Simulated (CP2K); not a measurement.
Crystal: CuO.

```
Cu O
1.0
     3.17550    0.00000    0.00000
     0.00000    3.17550    0.00000
     0.00000    0.00000    4.64953
Cu O
2 2
Direct
  0.00000 0.00000 0.00000
  0.50000 0.50000 0.00000
  0.50000 0.00000 0.26700
  0.00000 0.50000 0.73300
```

The cell was built by a generator and needn't be a form met in nature.

```yaml
Program: CP2K 2026.2
Task: relaxation of cell and atoms
Functional: PBE
Potentials_or_basis: POTENTIAL_UZH Cu GTH-PBE-q11, O GTH-PBE-q6; TZVP-MOLOPT-PBE-GTH basis
Density_cutoff: 8163 eV
k_mesh: 6 × 6 × 5
Occupations: fermi-dirac, width 0.1 eV
Spin: no spin polarisation
```

At the start: pressure 19.9 GPa; volume 11.72 Å³/atom.

Question: How do energy, volume and symmetry change on relaxing?

Answer: Over 15 steps the energy falls by 725.0 meV/atom and the volume is 15.68 Å³/atom (+33.8 %); space group P4/nmm (No. 129, to 0.05 Å).

Step by step:
| step | energy change (eV) | largest force (eV/Å) | volume (Å³) |
| --- | --- | --- | --- |
| 1 | 0.0000 | 0.6724 | 46.88 |
| 2 | -0.1875 | 0.8008 | 47.77 |
| 3 | -1.0603 | 1.5140 | 54.73 |
| 4 | -1.2853 | 1.7320 | 58.32 |
| 5 | -1.4769 | 1.6806 | 62.87 |
| 6 | -1.6092 | 1.6127 | 64.99 |
| 7 | -1.9887 | 1.5947 | 69.23 |
| 8 | -2.1611 | 0.8635 | 72.23 |
| 9 | -2.5278 | 0.8109 | 68.79 |
| 10 | -2.8117 | 0.0062 | 60.20 |
| 11 | -2.8972 | 0.0228 | 63.15 |
| 12 | -2.8998 | 0.0089 | 62.79 |
| 13 | -2.8998 | 0.0035 | 62.74 |
| 14 | -2.8998 | 0.0059 | 62.72 |
| 15 | -2.8998 | 0.0059 | 62.72 |

Final structure:
```
CELL_PARAMETERS angstrom
3.90960 0.00000 0.00000
0.00000 3.90960 0.00000
0.00000 0.00000 4.10351
ATOMIC_POSITIONS crystal
Cu 0.00000 0.00000 0.00000
Cu 0.50000 0.50000 0.00000
O 0.50000 0.00000 0.02947
O 0.00000 0.50000 0.97053
```

Caveat: the volume moved by over 15 % at a fixed basis, so the end points are rough; the basis of atomic orbitals isn't converged, which shifts pressures, moduli and gaps; the run has no spin polarisation, though such a crystal can be magnetic.
